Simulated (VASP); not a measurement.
Input of a VASP 6.6.1 run:

POSCAR

```
C
1.0
    0.0000000000      1.7833700000      1.7833700000
    1.7833700000      0.0000000000      1.7833700000
    1.7833700000      1.7833700000      0.0000000000
C
2
Direct
    0.7500000000      0.7500000000      0.7500000000
    0.5000000000      0.5000000000      0.5000000000
```

The input INCAR.step1:

```
ALGO = Normal
EDIFF = 1E-5
ENCUT = 520
GGA = PE
ISIF = 2
ISMEAR = -1
LASPH = T
LCHARG = F
LREAL = F
LWAVE = T
NBANDS = 11
NELM = 80
PREC = Accurate
SIGMA = 0.05
```

File INCAR.step2:

```
ALGO = Normal
EDIFF = 1E-7
ENCUT = 520
GGA = PS
HFSCREEN = 0.2
ISIF = 2
ISMEAR = -1
ISTART = 1
LASPH = T
LCHARG = F
LHFCALC = T
LREAL = F
LWAVE = F
NBANDS = 11
NELM = 80
PREC = Accurate
PRECFOCK = Normal
SIGMA = 0.05
```

KPOINTS

```
k-points
0
Gamma
  7 7 7
```

Contents of KPOINTS_OPT:

```
path GXWKGLUWLK,UX
10
line-mode
reciprocal
 0.0000000000  0.0000000000  0.0000000000  G
 0.5000000000  0.0000000000  0.5000000000  X

 0.5000000000  0.0000000000  0.5000000000  X
 0.5000000000  0.2500000000  0.7500000000  W

 0.5000000000  0.2500000000  0.7500000000  W
 0.3750000000  0.3750000000  0.7500000000  K

 0.3750000000  0.3750000000  0.7500000000  K
 0.0000000000  0.0000000000  0.0000000000  G

 0.0000000000  0.0000000000  0.0000000000  G
 0.5000000000  0.5000000000  0.5000000000  L

 0.5000000000  0.5000000000  0.5000000000  L
 0.6250000000  0.2500000000  0.6250000000  U

 0.6250000000  0.2500000000  0.6250000000  U
 0.5000000000  0.2500000000  0.7500000000  W

 0.5000000000  0.2500000000  0.7500000000  W
 0.5000000000  0.5000000000  0.5000000000  L

 0.5000000000  0.5000000000  0.5000000000  L
 0.3750000000  0.3750000000  0.7500000000  K

 0.6250000000  0.2500000000  0.6250000000  U
 0.5000000000  0.0000000000  0.5000000000  X
```

Potentials or basis: VASP PAW PBE potentials, release 64 (C).

Run with:

```bash
$ cat potpaw_PBE.64/C/POTCAR > POTCAR
$ cp INCAR.step1 INCAR
$ mpirun -np 1 vasp_std > vasp.out
$ cp INCAR.step2 INCAR
$ mpirun -np 1 vasp_std > vasp.out
```

**Question.** Estimate the pressure.

**Answer.** -11.5 GPa.

**Question.** What does it give for the band gap on the k mesh?

**Answer.** 5.35 eV, indirect (least direct gap 6.96 eV).

**Question.** What does it give for the band gap along the path?

**Answer.** 5.24 eV, indirect (least direct gap 6.96 eV).

Levels at the corners of the path, in eV from the valence-band top:
| point | band 1 | band 2 | band 3 | band 4 | band 5 | band 6 | band 7 | band 8 |
| --- | --- | --- | --- | --- | --- | --- | --- | --- |
| Γ | -23.55 | 0.00 | 0.00 | 0.00 | 6.96 | 6.96 | 6.96 | 15.32 |
| X | -14.07 | -14.07 | -6.89 | -6.89 | 5.85 | 5.85 | 19.21 | 19.21 |
| X | -14.07 | -14.07 | -6.89 | -6.89 | 5.85 | 5.85 | 19.21 | 19.21 |
| W | -13.21 | -13.21 | -9.09 | -9.09 | 12.08 | 12.08 | 14.27 | 14.27 |
| W | -13.21 | -13.21 | -9.09 | -9.09 | 12.08 | 12.08 | 14.27 | 14.27 |
| K | -14.31 | -12.93 | -10.18 | -5.87 | 6.83 | 12.33 | 16.53 | 17.86 |
| K | -14.31 | -12.93 | -10.18 | -5.87 | 6.83 | 12.33 | 16.53 | 17.86 |
| Γ | -23.55 | 0.00 | 0.00 | 0.00 | 6.96 | 6.96 | 6.96 | 15.32 |
| Γ | -23.55 | 0.00 | 0.00 | 0.00 | 6.96 | 6.96 | 6.96 | 15.32 |
| L | -17.29 | -14.67 | -3.07 | -3.07 | 9.99 | 9.99 | 10.37 | 17.49 |
| L | -17.29 | -14.67 | -3.07 | -3.07 | 9.99 | 9.99 | 10.37 | 17.49 |
| U | -14.31 | -12.93 | -10.18 | -5.87 | 6.83 | 12.33 | 16.53 | 17.86 |
| U | -14.31 | -12.93 | -10.18 | -5.87 | 6.83 | 12.33 | 16.53 | 17.86 |
| W | -13.21 | -13.21 | -9.09 | -9.09 | 12.08 | 12.08 | 14.27 | 14.27 |
| W | -13.21 | -13.21 | -9.09 | -9.09 | 12.08 | 12.08 | 14.27 | 14.27 |
| L | -17.29 | -14.67 | -3.07 | -3.07 | 9.99 | 9.99 | 10.37 | 17.49 |
| L | -17.29 | -14.67 | -3.07 | -3.07 | 9.99 | 9.99 | 10.37 | 17.49 |
| K | -14.31 | -12.93 | -10.18 | -5.87 | 6.83 | 12.33 | 16.53 | 17.86 |
| U | -14.31 | -12.93 | -10.18 | -5.87 | 6.83 | 12.33 | 16.53 | 17.86 |
| X | -14.07 | -14.07 | -6.89 | -6.89 | 5.85 | 5.85 | 19.21 | 19.21 |

Caveat: the k mesh is coarse (spacing up to 0.44 Å⁻¹), so the values aren't converged, least of all with exact exchange; the PAW data sets were made with another functional, which shifts forces and pressure a little; the mesh misses the band edges, which the band path finds closer together.
